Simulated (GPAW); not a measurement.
Crystal: MnS.

```
Mn S
1.0
     0.00000    2.47346    2.47346
     2.47346    0.00000    2.47346
     2.47346    2.47346    0.00000
Mn S
1 1
Direct
  0.00000 0.00000 0.00000
  0.75000 0.75000 0.75000
```

The cell is a database's computed one.

Base run:

| Property | Result |
| --- | --- |
| Program | GPAW 26.7.0 |
| Functional | PBEsol |
| Potentials or basis | PAW data sets generated in the run's folder for this functional |
| Cutoff | 600 eV |
| Basis | pw |
| k mesh | 9 × 9 × 9 |
| Occupations | fermi-dirac, width 0.05 eV |
| Spin | collinear spin, ferromagnetic start |
| Starting moments | [4.0, 0.0] μB |
| Hubbard terms | Mn d U = 6 eV |

Its results: pressure 61.5 GPa; net moment 4.77 μB per cell; site moments Mn +4.34; S +0.04 μB.

Question: The run is repeated on the same cell with these changes: hubbard terms from Mn d U = 6 eV to none. What comes out?

Answer: Pressure -2.3 GPa; net moment 0.22 μB per cell; site moments Mn +0.21; S -0.00 μB.

Caveats: a pressure of tens of GPa on the cell as given is suspect, and the run, the potentials or the cell itself is likely at fault (some runs); a cell with one magnetic atom can't hold antiferromagnetic order, which such compounds often take (some runs); the moment fell far below its start of 4 μB, so a state of higher moment may lie lower in energy (some runs).
